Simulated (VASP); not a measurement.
# TePb (Fm-3m) in VASP: a series of runs, part 2 of 2

VASP 6.6.1. The steps go on from the part before.

## 3. Single point, PBEsol (volume scaled by 0.96)

INCAR reads:

```
SYSTEM = TePb
  PREC = Accurate
  ENCUT = 520
  EDIFF = 1E-6
  ISMEAR = -1
  SIGMA = 0.03
  LREAL = .FALSE.
  LASPH = .TRUE.
  NELM = 80
  ALGO = Normal
  ISIF = 2
  LWAVE = .FALSE.
  LCHARG = .TRUE.
  GGA = PS
  LELF = .TRUE.
  LVHAR = .TRUE.
  NBANDS = 17
```

KPOINTS reads:

```
regular mesh
0
G
  10 10 10
  0 0 0
```

POSCAR reads:

```
TePb
1.0
    0.0000000000      3.1833865456      3.1833865456
    3.1833865456      0.0000000000      3.1833865456
    3.1833865456      3.1833865456      0.0000000000
Te Pb
1 1
Direct
    0.5000000000      0.5000000000      0.5000000000
    0.0000000000      0.0000000000      0.0000000000
```

Potentials or basis: VASP PAW PBE potentials, release 64 (Te, Pb_d).

Run with:

```
cat potpaw_PBE.64/Te/POTCAR potpaw_PBE.64/Pb_d/POTCAR > POTCAR
mpirun -np 1 vasp_std > vasp.out
```

OUTCAR:

```text
SYSTEM = TePb
   PREC = Accurate
   ENCUT = 520
   EDIFF = 1E-6
   ISMEAR = -1
   LREAL = .FALSE.
   LASPH = .TRUE.
   NELM = 80
   ISIF = 2
   GGA = PS

 ion  position               nearest neighbor table
   1  0.500  0.500  0.500-   2 3.18   2 3.18   2 3.18   2 3.18   2 3.18   2 3.18
   2  0.000  0.000  0.000-   1 3.18   1 3.18   1 3.18   1 3.18   1 3.18   1 3.18

  LATTYP: Found a face centered cubic cell.
 ALAT       =     6.3667730912

  Lattice vectors:

 A1 = (   0.0000000000,   3.1833865456,   3.1833865456)
 A2 = (   3.1833865456,   0.0000000000,   3.1833865456)
 A3 = (   3.1833865456,   3.1833865456,   0.0000000000)

Analysis of symmetry for initial positions (statically):
=====================================================================
 Subroutine PRICEL returns:
 Original cell was already a primitive cell.

 Routine SETGRP: Setting up the symmetry group for a
 face centered cubic supercell.

 Subroutine GETGRP returns: Found 48 space group operations
 (whereof 48 operations were pure point group operations)
 out of a pool of 48 trial point group operations.

The static configuration has the point symmetry O_h .

Analysis of symmetry for dynamics (positions and initial velocities):
=====================================================================
 Subroutine PRICEL returns:
 Original cell was already a primitive cell.

 Routine SETGRP: Setting up the symmetry group for a
 face centered cubic supercell.

 Subroutine GETGRP returns: Found 48 space group operations
 (whereof 48 operations were pure point group operations)
 out of a pool of 48 trial point group operations.

The dynamic configuration has the point symmetry O_h .

 Subroutine INISYM returns: Found 48 space group operations
 (whereof 48 operations are pure point group operations),
 and found     1 'primitive' translations

----------------------------------------------------------------------------------------

                                     Primitive cell

  volume of cell :      64.5206

  direct lattice vectors                    reciprocal lattice vectors
     0.000000000  3.183386546  3.183386546    -0.157065437  0.157065437  0.157065437
     3.183386546  0.000000000  3.183386546     0.157065437 -0.157065437  0.157065437
     3.183386546  3.183386546  0.000000000     0.157065437  0.157065437 -0.157065437

  length of vectors
     4.501988427  4.501988427  4.501988427     0.272045318  0.272045318  0.272045318

  position of ions in fractional coordinates (direct lattice)
     0.500000000  0.500000000  0.500000000
     0.000000000  0.000000000  0.000000000

  ion indices of the primitive-cell ions
   primitive index   ion index
                 1           1
                 2           2

----------------------------------------------------------------------------------------

 KPOINTS: regular mesh

Automatic generation of k-mesh.
 Grid dimensions read from file:
 generate k-points for:   10   10   10

 Generating k-lattice:

  Cartesian coordinates                     Fractional coordinates (reciprocal lattice)
    -0.015706544  0.015706544  0.015706544     0.100000000  0.000000000  0.000000000
     0.015706544 -0.015706544  0.015706544     0.000000000  0.100000000  0.000000000
     0.015706544  0.015706544 -0.015706544     0.000000000  0.000000000  0.100000000

  Length of vectors
     0.027204532  0.027204532  0.027204532

  Shift w.r.t. Gamma in fractional coordinates (k-lattice)
     0.000000000  0.000000000  0.000000000

 Subroutine IBZKPT returns following result:
 ===========================================

 Found     47 irreducible k-points:

 Following reciprocal coordinates:
            Coordinates               Weight
  0.000000  0.000000  0.000000      1.000000
  0.100000  0.000000  0.000000      8.000000
  0.200000  0.000000  0.000000      8.000000
  0.300000  0.000000  0.000000      8.000000
  0.400000  0.000000  0.000000      8.000000
  0.500000  0.000000  0.000000      4.000000
[... 16 lines left out ...]
  0.300000  0.300000  0.000000      6.000000
  0.400000  0.300000  0.000000     24.000000
 [... further k-points ...]
   k-points           NKPTS =     47   k-points in BZ     NKDIM =     47   number of bands    NBANDS=     17
   number of dos      NEDOS =    301   number of ions     NIONS =      2
   total plane-waves  NPLWV =  46656
   dimension x,y,z NGX =    36 NGY =   36 NGZ =   36
   dimension x,y,z NGXF=    72 NGYF=   72 NGZF=   72
   ions per type =               1   1
   NGX,Y,Z   is equivalent  to a cutoff of  13.29, 13.29, 13.29 a.u.
   NGXF,Y,Z  is equivalent  to a cutoff of  26.59, 26.59, 26.59 a.u.
 SYSTEM =  TePb
   PREC   = accura    normal or accurate (medium, high low for compatibility)
   ISTART =      0    job   : 0-new  1-cont  2-samecut
   ICHARG =      2    charge: 1-file 2-atom 10-const
   ISPIN  =      1    spin polarized calculation?
   LNONCOLLINEAR =      F non collinear calculations
   LSORBIT =      F    spin-orbit coupling
   LASPH  =      T    aspherical Exc in radial PAW
   ENCUT  =  520.0 eV  38.22 Ry    6.18 a.u.   8.37  8.37  8.37*2*pi/ulx,y,z
   NELM   =     80;   NELMIN=  2; NELMDL= -5     # of ELM steps
   EDIFF  = 0.1E-05   stopping-criterion for ELM
   LREAL  =      F    real-space projection
   EDIFFG = 0.1E-04   stopping-criterion for IOM
   NSW    =      0    number of steps for IOM
   IBRION =     -1    ionic relax: 0-MD 1-quasi-New 2-CG
   NFREE  =      0    steps in history (QN), initial steepest desc. (CG)
   ISIF   =      2    stress and relaxation
   ISYM   =      2    0-nonsym 1-usesym 2-fastsym
   POTIM  = 0.5000    time-step for ionic-motion
   TEBEG  =    0.0;   TEEND  =   0.0 temperature during run
   PSTRESS=    0.0 pullay stress
   NELECT =      20.0000    total number of electrons
   NUPDOWN=      -1.0000    fix difference up-down
   EMIN   =  10.00;   EMAX   =-10.00  energy-range for DOS
   EFERMI =   0.00;   METHOD = LEGACY
   ISMEAR =    -1;   SIGMA  =   0.03  broadening in eV -4-tet -1-fermi 0-gaus
   EFERMI_NEDOS =   21; number of points for ismear=-14 and -15
   IALGO  =     38    algorithm
   IMIX   =      4    mixing-type and parameters
     AMIX     =   0.40;   BMIX     =  1.00
     AMIX_MAG =   1.60;   BMIX_MAG =  1.00
  volume/ion in A,a.u.               =      32.26       217.70
  Fermi-wavevector in a.u.,A,eV,Ry     =   1.107946  2.093715 16.701770  1.227545
  Thomas-Fermi vector in A             =   2.244467
   LORBIT       =      0    0 simple, 1 ext, 2 COOP (PROOUT), +10 PAW based schemes
   GGA     = PS    functional components
   LHFCALC =     F    Hartree Fock is set to
   AEXX    =    0.0000 exact exchange contribution
   IVDW    =     0    specifies the selected vdW correction
   LEPSILON=     F    determine dielectric tensor
   LRPA    =     F    only Hartree local field effects (RPA)
 non-spin polarized calculation
  energy-cutoff  :      520.00
  volume of cell :       64.52
 maximum number of plane-waves:      1807
 NGX is ok and might be reduce to    36
   NGX = 17   NGY = 17   NGZ = 17

 number of electron      19.9999999 magnetization

 Free energy of the ion-electron system (eV)
  ---------------------------------------------------
  ext. energy  EPLUGINS =         0.00000000
  ---------------------------------------------------
  free energy    TOTEN  =        -8.24670378 eV

  energy without entropy =       -8.24670338  energy(sigma->0) =       -8.24670358

 E-fermi :   6.3455     XC(G=0):  -9.6706

 val. band max:        6.0612813741   @ k =   0.5000   0.0000   0.0000
 cond. band min:       6.6291735110   @ k =   0.5000   0.0000   0.0000
 fundamental gap:      0.5678921369
 Fermi energy:         6.3454503210

 k-point     1 :       0.0000    0.0000    0.0000
  band No.  band energies     occupation
      1     -10.6602      2.00000
      2     -10.6602      2.00000
      3     -10.6456      2.00000
      4     -10.6456      2.00000
      5     -10.6456      2.00000
      6      -6.3675      2.00000
[... 9 lines left out ...]
     16      11.7025      0.00000
     17      13.1179      0.00000

 k-point     2 :       0.1000    0.0000    0.0000
  band No.  band energies     occupation
      1     -10.6616      2.00000
      2     -10.6616      2.00000
      3     -10.6453      2.00000
      4     -10.6439      2.00000
      5     -10.6439      2.00000
      6      -6.2758      2.00000
[... 9 lines left out ...]
     16      11.9036      0.00000
     17      13.9374      0.00000
[... 421 lines left out ...]
 k-point    24 :       0.4000    0.3000    0.0000
  band No.  band energies     occupation
      1     -10.7173      2.00000
      2     -10.6538      2.00000
      3     -10.6520      2.00000
      4     -10.6217      2.00000
      5     -10.6204      2.00000
      6      -4.9965      2.00000
[... 9 lines left out ...]
     16      15.7526      0.00000
     17      16.2643      0.00000

 [... further k-points ...]
[... 5 lines left out ...]
  --------------------------------------------------------------------------------------
  -------------------------------------------------------------------------------------
  Total        0.6842465      0.6842465      0.6842465     -0.0000000      0.0000000      0.0000000
  in kB       16.9912392     16.9912392     16.9912392     -0.0000000      0.0000000      0.0000000
  external PRESSURE =      16.9912392 kB  Pullay stress =       0.0000000 kB

 VOLUME and BASIS-vectors are now :
 -----------------------------------------------------------------------------
  energy-cutoff  :      520.00
  volume of cell :       64.52
      direct lattice vectors                 reciprocal lattice vectors
     0.000000000  3.183386546  3.183386546    -0.157065437  0.157065437  0.157065437
     3.183386546  0.000000000  3.183386546     0.157065437 -0.157065437  0.157065437
     3.183386546  3.183386546  0.000000000     0.157065437  0.157065437 -0.157065437

 POSITION                                       TOTAL-FORCE (eV/Angst)
 -----------------------------------------------------------------------------------
      3.18339      3.18339      3.18339        -0.000000     -0.000000     -0.000000
      0.00000      0.00000      0.00000         0.000000      0.000000      0.000000
 -----------------------------------------------------------------------------------
    total drift:                               -0.000000      0.000000      0.000000

  FREE ENERGIE OF THE ION-ELECTRON SYSTEM (eV)
  ---------------------------------------------------
  free  energy   TOTEN  =        -8.2467037759 eV

  energy  without entropy=       -8.2467033817  energy(sigma->0) =       -8.24670358
```

OSZICAR:

```text
N       E                     dE             d eps       ncg     rms          rms(c)
DAV:   1     0.151150235774E+03    0.15115E+03   -0.91304E+03  1598   0.115E+03
DAV:   2     0.200051175457E+01   -0.14915E+03   -0.14438E+03  1677   0.296E+02
DAV:   3    -0.807724831145E+01   -0.10078E+02   -0.10012E+02  2148   0.833E+01
DAV:   4    -0.834030004639E+01   -0.26305E+00   -0.26289E+00  2026   0.148E+01
DAV:   5    -0.835112519197E+01   -0.10825E-01   -0.10825E-01  2253   0.274E+00    0.371E+00
DAV:   6    -0.825222844676E+01    0.98897E-01   -0.20447E-01  2357   0.357E+00    0.232E+00
DAV:   7    -0.824664662529E+01    0.55818E-02   -0.67877E-02  2134   0.143E+00    0.884E-01
DAV:   8    -0.824672248227E+01   -0.75857E-04   -0.78114E-03  2061   0.890E-01    0.133E-01
DAV:   9    -0.824670378590E+01    0.18696E-04   -0.77482E-04  2366   0.289E-01    0.366E-02
DAV:  10    -0.824670186034E+01    0.19256E-05   -0.74605E-05  2164   0.749E-02    0.217E-02
DAV:  11    -0.824670376740E+01   -0.19071E-05   -0.17562E-05  2058   0.312E-02    0.148E-02
DAV:  12    -0.824670377586E+01   -0.84567E-08   -0.97935E-07  1308   0.742E-03
   1 F= -.82467038E+01 E0= -.82467036E+01  d E =-.394136E-06
```

stdout:

```text
POSCAR found type information on POSCAR TePb
 POSCAR found :  2 types and       2 ions
 scaLAPACK will be used
 -----------------------------------------------------------------------------
|                                                                             |
|                                                                             |
|     You enforced a specific xc type in the INCAR file but a different       |
|     I HOPE YOU KNOW WHAT YOU ARE DOING!                                     |
|                                                                             |
 -----------------------------------------------------------------------------

 LDA part: xc-table for (Slater+PW92), standard interpolation
 POSCAR, INCAR and KPOINTS ok, starting setup
 FFT: planning ... GRIDC
 FFT: planning ... GRID_SOFT
 FFT: planning ... GRID
 WAVECAR not read
 entering main loop
```

It took 54 s on 1 thread of AMD EPYC 7R43 (Zen 3), shared host; peak memory 0.19 GiB.

Results:

```yaml
Free_energy: -8.2467 eV
Pressure: 1.7 GPa
Band_gap_on_the_k_mesh: 0.57 eV, direct
```

Levels at points of the mesh, in eV from the valence-band top:
| k point | band 8 | band 9 | band 10 | band 11 | band 12 | band 13 |
| --- | --- | --- | --- | --- | --- | --- |
| (0.00, 0.00, 0.00) | -1.52 | -1.52 | -1.52 | 4.09 | 4.09 | 4.09 |
| (0.50, 0.00, 0.00) | -1.02 | -1.02 | 0.00 | 0.57 | 1.12 | 1.12 |
| (0.50, 0.50, 0.00) | -4.90 | -3.08 | -3.08 | 3.00 | 5.61 | 5.61 |

Caveat: the PAW data sets were made with another functional, which shifts forces and pressure a little; spin-orbit coupling is left out, which moves the levels of the heavy elements. A k mesh can miss the band edges.

## 4. Single point, PBEsol (volume scaled by 0.99)

INCAR reads:

```
ALGO     = Normal         # electronic algorithm
EDIFF    = 1E-6           # SCF threshold, eV
ENCUT    = 520            # plane-wave cutoff, eV
GGA      = PS             # functional
ISIF     = 2              # what is computed and relaxed
ISMEAR   = -1             # smearing method
LASPH    = True           # aspherical terms in the spheres
LCHARG   = False          # write CHGCAR
LREAL    = False          # projectors in reciprocal space
LWAVE    = False          # write WAVECAR
NBANDS   = 17             # bands
NELM     = 80             # most SCF steps
PREC     = Accurate       # precision mode
SIGMA    = 0.03           # smearing width, eV
```

KPOINTS reads:

```
k-points
0
Gamma
  10 10 10
```

POSCAR reads:

```
TePb
1.0
    0.0000000000      3.2162072772      3.2162072772
    3.2162072772      0.0000000000      3.2162072772
    3.2162072772      3.2162072772      0.0000000000
Te Pb
1 1
Direct
    0.5000000000      0.5000000000      0.5000000000
    0.0000000000      0.0000000000      0.0000000000
```

Run with:

```
cat potpaw_PBE.64/Te/POTCAR potpaw_PBE.64/Pb_d/POTCAR > POTCAR
mpirun -np 1 vasp_std > vasp.out
```

Wall time 53 s (1 thread of AMD EPYC 7R43 (Zen 3), shared host); peak memory 0.19 GiB.

Results (log left out):

```yaml
Free_energy: -8.2590 eV
Pressure: 0.2 GPa
Band_gap_on_the_k_mesh: 0.64 eV, direct
```

Levels at points of the mesh, in eV from the valence-band top:
```tsv
k point	band 8	band 9	band 10	band 11	band 12	band 13
(0.00, 0.00, 0.00)	-1.39	-1.39	-1.39	4.07	4.07	4.07
(0.50, 0.00, 0.00)	-0.92	-0.92	0.00	0.64	1.21	1.21
(0.50, 0.50, 0.00)	-4.63	-2.89	-2.89	3.15	5.51	5.51
```

Caveat: the PAW data sets were made with another functional, which shifts forces and pressure a little; spin-orbit coupling is left out, which moves the levels of the heavy elements. A k mesh can miss the band edges.

## 5. Overview

| cell | gap on the mesh (eV) | pressure (GPa) |
| --- | --- | --- |
| a = 4.564 Å, angles 60.0°, 2 atoms | 0.66 | -0.3 |
| a = 4.502 Å, angles 60.0°, 2 atoms | 0.57 | 1.7 |
| a = 4.548 Å, angles 60.0°, 2 atoms | 0.64 | 0.2 |

Alike in all rows: task single point; level PBEsol; potentials or basis VASP PAW PBE potentials, release 64 (Te, Pb_d); no spin polarisation; k mesh 10 × 10 × 10; cutoff (eV) 520; smearing fermi-dirac 0.03 eV.

Caveats: the PAW data sets were made with another functional, which shifts forces and pressure a little; spin-orbit coupling is left out, which moves the levels of the heavy elements.

Total energies depend on the potentials used, so only differences within one code and one set of settings carry meaning.

## 6. How close it comes

Step 2. A measured gap of TePb is 0.19 eV (direct; 4.2 K; a printed reference work, monograph); the calculated 0.66 eV misses it by +0.47 eV. Spin-orbit coupling on Pb, Te is left out. The value is that of PBEsol on a finite k mesh, which can miss the band edges, without temperature or zero-point motion.
